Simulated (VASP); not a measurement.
# Ti (Im-3m) in VASP: a series of runs

Aim: see how the results for Ti move with the level of theory and the settings. Levels: PBE, BLYP+D3(BJ). Tasks: single point, relaxation of cell and atoms.

Everything below comes from runs of VASP 6.6.1. Logs are shortened: lines on timing, memory, paths and dates and some standing lists are left out, and cuts for length are marked.

## Step 1: Starting point

Symmetry: Im-3m, No. 229, cubic system. Conventional cell: a = 3.282 Å, b = 3.282 Å, c = 3.282 Å, α = 90.00°, β = 90.00°, γ = 90.00°. Around Ti (site symmetry m-3m) lie 8 Ti at 2.84 Å.

This isn't the form of Ti at room conditions, which is hcp.

## Step 2: Single point, PBE

INCAR reads:

```
SYSTEM = Ti
PREC = Accurate ; ENCUT = 520
EDIFF = 1E-6 ; ISMEAR = 0
SIGMA = 0.013000000000000001 ; LREAL = .False.
LASPH = .True. ; NELM = 100
ALGO = Normal ; ISIF = 2
LWAVE = .False. ; LCHARG = .False.
GGA = PE ; NBANDS = 12
```

KPOINTS reads:

```
regular mesh
0
Gamma
  11 11 11
  0 0 0
```

POSCAR reads:

```
Ti
1.0
   -1.6410000000      1.6410000000      1.6410000000
    1.6410000000     -1.6410000000      1.6410000000
    1.6410000000      1.6410000000     -1.6410000000
Ti
1
Direct
    0.0000000000      0.0000000000      0.0000000000
```

Potentials or basis: VASP PAW PBE potentials, release 64 (Ti_sv).

Run with:

```sh
cat potpaw_PBE.64/Ti_sv/POTCAR > POTCAR
mpirun -np 1 vasp_std > vasp.out
```

OUTCAR:

```text
SYSTEM = Ti
   PREC = Accurate
   ENCUT = 520
   EDIFF = 1E-6
   ISMEAR = 0
   LREAL = .False.
   LASPH = .True.
   NELM = 100
   ISIF = 2
   GGA = PE

 ion  position               nearest neighbor table
   1  0.000  0.000  0.000-

  LATTYP: Found a body centered cubic cell.
 ALAT       =     3.2820000000

  Lattice vectors:

 A1 = (  -1.6410000000,   1.6410000000,   1.6410000000)
 A2 = (   1.6410000000,  -1.6410000000,   1.6410000000)
 A3 = (   1.6410000000,   1.6410000000,  -1.6410000000)

Analysis of symmetry for initial positions (statically):
=====================================================================
 Subroutine PRICEL returns:
 Original cell was already a primitive cell.

 Routine SETGRP: Setting up the symmetry group for a
 body centered cubic supercell.

 Subroutine GETGRP returns: Found 48 space group operations
 (whereof 48 operations were pure point group operations)
 out of a pool of 48 trial point group operations.

The static configuration has the point symmetry O_h .

Analysis of symmetry for dynamics (positions and initial velocities):
=====================================================================
 Subroutine PRICEL returns:
 Original cell was already a primitive cell.

 Routine SETGRP: Setting up the symmetry group for a
 body centered cubic supercell.

 Subroutine GETGRP returns: Found 48 space group operations
 (whereof 48 operations were pure point group operations)
 out of a pool of 48 trial point group operations.

The dynamic configuration has the point symmetry O_h .

 Subroutine INISYM returns: Found 48 space group operations
 (whereof 48 operations are pure point group operations),
 and found     1 'primitive' translations

----------------------------------------------------------------------------------------

                                     Primitive cell

  volume of cell :      17.6761

  direct lattice vectors                    reciprocal lattice vectors
    -1.641000000  1.641000000  1.641000000     0.000000000  0.304692261  0.304692261
     1.641000000 -1.641000000  1.641000000     0.304692261  0.000000000  0.304692261
     1.641000000  1.641000000 -1.641000000     0.304692261  0.304692261  0.000000000

  length of vectors
     2.842295375  2.842295375  2.842295375     0.430899928  0.430899928  0.430899928

  position of ions in fractional coordinates (direct lattice)
     0.000000000  0.000000000  0.000000000

  ion indices of the primitive-cell ions
   primitive index   ion index
                 1           1

----------------------------------------------------------------------------------------

 KPOINTS: regular mesh

Automatic generation of k-mesh.
 Grid dimensions read from file:
 generate k-points for:   11   11   11

 Generating k-lattice:

  Cartesian coordinates                     Fractional coordinates (reciprocal lattice)
     0.000000000  0.027699296  0.027699296     0.090909091  0.000000000  0.000000000
     0.027699296  0.000000000  0.027699296     0.000000000  0.090909091  0.000000000
     0.027699296  0.027699296  0.000000000     0.000000000  0.000000000  0.090909091

  Length of vectors
     0.039172721  0.039172721  0.039172721

  Shift w.r.t. Gamma in fractional coordinates (k-lattice)
     0.000000000  0.000000000  0.000000000

 Subroutine IBZKPT returns following result:
 ===========================================

 Found     56 irreducible k-points:

 Following reciprocal coordinates:
            Coordinates               Weight
  0.000000  0.000000  0.000000      1.000000
  0.090909  0.000000  0.000000     12.000000
  0.181818  0.000000  0.000000     12.000000
  0.272727  0.000000  0.000000     12.000000
  0.363636  0.000000  0.000000     12.000000
  0.454545  0.000000  0.000000     12.000000
[... 16 lines left out ...]
  0.272727  0.181818  0.090909     48.000000
  0.363636  0.181818  0.090909     24.000000
 [... further k-points ...]
   k-points           NKPTS =     56   k-points in BZ     NKDIM =     56   number of bands    NBANDS=     12
   number of dos      NEDOS =    301   number of ions     NIONS =      1
   total plane-waves  NPLWV =  13824
   dimension x,y,z NGX =    24 NGY =   24 NGZ =   24
   dimension x,y,z NGXF=    48 NGYF=   48 NGZF=   48
   ions per type =               1
   NGX,Y,Z   is equivalent  to a cutoff of  14.04, 14.04, 14.04 a.u.
   NGXF,Y,Z  is equivalent  to a cutoff of  28.08, 28.08, 28.08 a.u.
 SYSTEM =  Ti
   PREC   = accura    normal or accurate (medium, high low for compatibility)
   ISTART =      0    job   : 0-new  1-cont  2-samecut
   ICHARG =      2    charge: 1-file 2-atom 10-const
   ISPIN  =      1    spin polarized calculation?
   LNONCOLLINEAR =      F non collinear calculations
   LSORBIT =      F    spin-orbit coupling
   LASPH  =      T    aspherical Exc in radial PAW
   ENCUT  =  520.0 eV  38.22 Ry    6.18 a.u.   5.28  5.28  5.28*2*pi/ulx,y,z
   NELM   =    100;   NELMIN=  2; NELMDL= -5     # of ELM steps
   EDIFF  = 0.1E-05   stopping-criterion for ELM
   LREAL  =      F    real-space projection
   EDIFFG = 0.1E-04   stopping-criterion for IOM
   NSW    =      0    number of steps for IOM
   IBRION =     -1    ionic relax: 0-MD 1-quasi-New 2-CG
   NFREE  =      0    steps in history (QN), initial steepest desc. (CG)
   ISIF   =      2    stress and relaxation
   ISYM   =      2    0-nonsym 1-usesym 2-fastsym
   POTIM  = 0.5000    time-step for ionic-motion
   TEBEG  =    0.0;   TEEND  =   0.0 temperature during run
   PSTRESS=    0.0 pullay stress
   NELECT =      12.0000    total number of electrons
   NUPDOWN=      -1.0000    fix difference up-down
   EMIN   =  10.00;   EMAX   =-10.00  energy-range for DOS
   EFERMI =   0.00;   METHOD = LEGACY
   ISMEAR =     0;   SIGMA  =   0.01  broadening in eV -4-tet -1-fermi 0-gaus
   EFERMI_NEDOS =   21; number of points for ismear=-14 and -15
   IALGO  =     38    algorithm
   IMIX   =      4    mixing-type and parameters
     AMIX     =   0.40;   BMIX     =  1.00
     AMIX_MAG =   1.60;   BMIX_MAG =  1.00
  volume/ion in A,a.u.               =      17.68       119.28
  Fermi-wavevector in a.u.,A,eV,Ry     =   1.438821  2.718977 28.166848  2.070205
  Thomas-Fermi vector in A             =   2.557745
   LORBIT       =      0    0 simple, 1 ext, 2 COOP (PROOUT), +10 PAW based schemes
   GGA     = PE    functional components
   LHFCALC =     F    Hartree Fock is set to
   AEXX    =    0.0000 exact exchange contribution
   IVDW    =     0    specifies the selected vdW correction
   LEPSILON=     F    determine dielectric tensor
   LRPA    =     F    only Hartree local field effects (RPA)
 non-spin polarized calculation
 Gauss-broadening in eV      SIGMA  =   0.01
  energy-cutoff  :      520.00
  volume of cell :       17.68
 maximum number of plane-waves:       486
 NGX is ok and might be reduce to    24
   NGX = 11   NGY = 11   NGZ = 11

 number of electron      12.0000001 magnetization

 Free energy of the ion-electron system (eV)
  ---------------------------------------------------
  ext. energy  EPLUGINS =         0.00000000
  ---------------------------------------------------
  free energy    TOTEN  =        -7.71584378 eV

  energy without entropy =       -7.71533409  energy(sigma->0) =       -7.71558894

 E-fermi :   7.9008     XC(G=0): -11.4085

 val. band max:        7.8934638795   @ k =  -0.3636  -0.4545   0.0909
 cond. band min:       7.9035878440   @ k =   0.1818   0.0909   0.0909
 fundamental gap:      0.0101239646
 Fermi energy:         7.9007958499

 k-point     1 :       0.0000    0.0000    0.0000
  band No.  band energies     occupation
      1     -48.6376      2.00000
      2     -24.5151      2.00000
      3     -24.5151      2.00000
      4     -24.5151      2.00000
      5       1.9905      2.00000
      6       8.8929      0.00000
      7       8.8929      0.00000
      8       8.8929      0.00000
      9      10.6131      0.00000
     10      10.6131      0.00000
     11      25.1902      0.00000
     12      25.1902      0.00000

 k-point     2 :       0.0909    0.0000    0.0000
  band No.  band energies     occupation
      1     -48.6280      2.00000
      2     -24.5675      2.00000
      3     -24.5313      2.00000
      4     -24.5154      2.00000
      5       2.2671      2.00000
      6       8.7693      0.00000
      7       8.8524      0.00000
      8       9.0923      0.00000
      9      10.4784      0.00000
     10      10.6212      0.00000
     11      24.7192      0.00000
     12      25.1262      0.00000

 k-point     3 :       0.1818    0.0000    0.0000
  band No.  band energies     occupation
      1     -48.6022      2.00000
      2     -24.7063      2.00000
      3     -24.5746      2.00000
      4     -24.5162      2.00000
      5       3.0440      2.00000
      6       8.4542      0.00000
      7       8.6374      0.00000
      8       9.6594      0.00000
      9      10.3069      0.00000
     10      10.6569      0.00000
     11      23.2025      0.00000
     12      24.4738      0.00000
[... 286 lines left out ...]
 k-point    23 :       0.2727    0.1818    0.0909
  band No.  band energies     occupation
      1     -48.5159      2.00000
      2     -25.0335      2.00000
      3     -24.7556      2.00000
      4     -24.6116      2.00000
      5       6.3670      2.00000
      6       7.3669      2.00000
      7       7.6824      2.00000
      8      10.7310      0.00000
      9      10.9517      0.00000
     10      13.3775      0.00000
     11      17.5916      0.00000
     12      19.1696      0.00000

 k-point    24 :       0.3636    0.1818    0.0909
  band No.  band energies     occupation
      1     -48.5090      2.00000
      2     -25.0350      2.00000
      3     -24.7977      2.00000
      4     -24.6158      2.00000
      5       6.4765      2.00000
      6       7.3342      2.00000
      7       7.9340      0.00031
      8      10.7897      0.00000
      9      10.9787      0.00000
     10      14.1159      0.00000
     11      16.3288      0.00000
     12      18.8648      0.00000

 [... further k-points ...]

------------------------ aborting loop because EDIFF is reached ----------------------------------------

  FORCE on cell =-STRESS in cart. coord.  units (eV):
  Direction    XX          YY          ZZ          XY          YZ          ZX
  --------------------------------------------------------------------------------------
  -------------------------------------------------------------------------------------
  Total       -0.3462894     -0.3462894     -0.3462894      0.0000000     -0.0000000      0.0000000
  in kB      -31.3880258    -31.3880258    -31.3880258      0.0000000     -0.0000000      0.0000000
  external PRESSURE =     -31.3880258 kB  Pullay stress =       0.0000000 kB

 VOLUME and BASIS-vectors are now :
 -----------------------------------------------------------------------------
  energy-cutoff  :      520.00
  volume of cell :       17.68
      direct lattice vectors                 reciprocal lattice vectors
    -1.641000000  1.641000000  1.641000000     0.000000000  0.304692261  0.304692261
     1.641000000 -1.641000000  1.641000000     0.304692261  0.000000000  0.304692261
     1.641000000  1.641000000 -1.641000000     0.304692261  0.304692261  0.000000000

 POSITION                                       TOTAL-FORCE (eV/Angst)
 -----------------------------------------------------------------------------------
      0.00000      0.00000      0.00000        -0.000000      0.000000      0.000000
 -----------------------------------------------------------------------------------
    total drift:                                0.000000      0.000000      0.000000

  FREE ENERGIE OF THE ION-ELECTRON SYSTEM (eV)
  ---------------------------------------------------
  free  energy   TOTEN  =        -7.7158437815 eV

  energy  without entropy=       -7.7153340896  energy(sigma->0) =       -7.71558894
```

Wall time 5.3 s (1 thread of Intel Xeon Platinum 8559C (Emerald Rapids), shared host); peak memory 0.14 GiB.

What came out:

```
Free energy            : -7.7158 eV
Pressure               : -3.1 GPa
Band gap on the k mesh : none (metal or under the smearing width)
```

## Step 3: Single point, BLYP+D3(BJ)

This run uses another cell than the first one, of 15.32 Å³/atom, 0.867 times its volume.

INCAR reads:

```
SYSTEM = Ti
PREC = Accurate
ENCUT = 520
EDIFF = 1E-6
ISMEAR = -1
SIGMA = 0.05
LREAL = .FALSE.
LASPH = .TRUE.
NELM = 100
ALGO = Normal
ISIF = 2
LWAVE = .FALSE.
LCHARG = .FALSE.
GGA = B5
ALDAX = 1.0
AGGAX = 1.0
AGGAC = 1.0
ALDAC = 0.0
IVDW = 12
VDW_S6 = 1.0
VDW_S8 = 2.6996
VDW_A1 = 0.4298
VDW_A2 = 4.2359
NBANDS = 12
```

KPOINTS reads:

```
Automatic mesh
0
G
  11 11 11
  0 0 0
```

POSCAR reads:

```
Ti
1.0
   -1.5646910637      1.5646910637      1.5646910637
    1.5646910637     -1.5646910637      1.5646910637
    1.5646910637      1.5646910637     -1.5646910637
Ti
1
Direct
    0.0000000000      0.0000000000      0.0000000000
```

Potentials or basis: VASP PAW PBE potentials, release 64 (Ti_sv).

Run with:

```sh
cat potpaw_PBE.64/Ti_sv/POTCAR > POTCAR
mpirun -np 1 vasp_std > vasp.out
```

Wall time 8.7 s (1 thread of Intel Xeon Platinum 8559C (Emerald Rapids), shared host); peak memory 0.13 GiB.

It converged, with:

```yaml
Free_energy: -8.1789 eV
Pressure: -0.2 GPa
Band_gap_on_the_k_mesh: none (metal or under the smearing width)
Dispersion_energy_per_atom: -1.621 eV
```

Levels at points of the mesh, in eV from the Fermi level:
```
           k point  band 4  band 5  band 6  band 7  band 8  band 9
(0.00, 0.00, 0.00)  -31.92   -5.96    1.04    1.04    1.04    3.07
```

Caveat: the PAW data sets were made with another functional, which shifts forces and pressure a little; pairwise dispersion overbinds metals, which lowers pressure and volume.

## Step 4: Relaxation of cell and atoms, BLYP+D3(BJ)

INCAR reads:

```
SYSTEM = Ti
PREC = Accurate
ENCUT = 600
EDIFF = 1E-7
ISMEAR = -1
SIGMA = 0.05
LREAL = .False.
LASPH = .True.
NELM = 100
ALGO = Normal
ISIF = 3
LWAVE = .False.
LCHARG = .False.
GGA = B5
ALDAX = 1.0
AGGAX = 1.0
AGGAC = 1.0
ALDAC = 0.0
IVDW = 12
VDW_S6 = 1.0
VDW_S8 = 2.6996
VDW_A1 = 0.4298
VDW_A2 = 4.2359
IBRION = 2
NSW = 80
EDIFFG = -0.005
```

KPOINTS reads:

```
Automatic mesh
0
Gamma
  11 11 11
  0 0 0
```

POSCAR reads:

```
Ti
1.0
   -1.6410000000      1.6410000000      1.6410000000
    1.6410000000     -1.6410000000      1.6410000000
    1.6410000000      1.6410000000     -1.6410000000
Ti
1
Direct
    0.0000000000      0.0000000000      0.0000000000
```

Run with:

```sh
cat potpaw_PBE.64/Ti_sv/POTCAR > POTCAR
mpirun -np 1 vasp_std > vasp.out
```

Wall time 46 s (1 thread of Intel Xeon Platinum 8559C (Emerald Rapids), shared host); peak memory 0.16 GiB.

It converged, with:

```yaml
Free_energy: -8.1798 eV
Relaxed_volume: 15.29 Å³/atom
Relaxed_cell: a = 2.708 Å, b = 2.708 Å, c = 2.708 Å, α = 109.47°, β = 109.47°, γ = 109.47°
Space_group_after_relaxing_to_0.05_Å: Im-3m (No. 229)
Energy_gained_by_relaxing: 112.7 meV/atom
Ionic_steps: 6
Pressure_after_relaxing: 0.0 GPa
Band_gap_on_the_k_mesh: none (metal or under the smearing width)
Dispersion_energy_per_atom: -1.625 eV
```

The path:
```tsv
step	energy change (eV)	largest force (eV/Å)	pressure (GPa)	volume (Å³)
1	0.0000	0.0000	-13.65	17.68
2	-0.0742	0.0000	10.86	14.10
3	-0.1127	0.0000	-0.10	15.30
4	-0.1127	0.0000	0.31	15.25
5	-0.1127	0.0000	-0.18	15.31
6	-0.1127	0.0000	-0.03	15.29
```

Final structure:
```
Ti
1.0
    -1.56364    1.56364    1.56364
     1.56364   -1.56364    1.56364
     1.56364    1.56364   -1.56364
Ti
1
Direct
  0.00000 0.00000 0.00000
```

Levels at points of the mesh, in eV from the Fermi level:
| k point | band 2 | band 3 | band 4 | band 5 | band 6 | band 7 | band 8 | band 9 | band 10 |
| --- | --- | --- | --- | --- | --- | --- | --- | --- | --- |
| (0.00, 0.00, 0.00) | -31.91 | -31.91 | -31.91 | -5.96 | 1.04 | 1.04 | 1.04 | 3.07 | 3.07 |

Caveat: the PAW data sets were made with another functional, which shifts forces and pressure a little; the volume moved by -13 % from the deposited cell, more than functionals usually miss; pairwise dispersion overbinds metals, which lowers pressure and volume.

## Step 5: Overview

| task | level | cell | cutoff (eV) | smearing | gap on the mesh (eV) | pressure (GPa) |
| --- | --- | --- | --- | --- | --- | --- |
| single point | PBE | Im-3m, 17.68 Å³/atom | 520 | gaussian 0.013 eV | none | -3.1 |
| single point | BLYP+D3(BJ) | Im-3m, 15.32 Å³/atom | 520 | fermi-dirac 0.05 eV | none | -0.2 |
| relaxation of cell and atoms | BLYP+D3(BJ) | relaxed | 600 | fermi-dirac 0.05 eV | none | 0.0 |

Alike in all rows: potentials or basis VASP PAW PBE potentials, release 64 (Ti_sv); no spin polarisation; k mesh 11 × 11 × 11.

Caveats: the PAW data sets were made with another functional, which shifts forces and pressure a little (some runs); pairwise dispersion overbinds metals, which lowers pressure and volume (some runs); the volume moved by -13 % from the deposited cell, more than functionals usually miss (some runs).

Absolute energies hang on the potentials; compare differences alone.
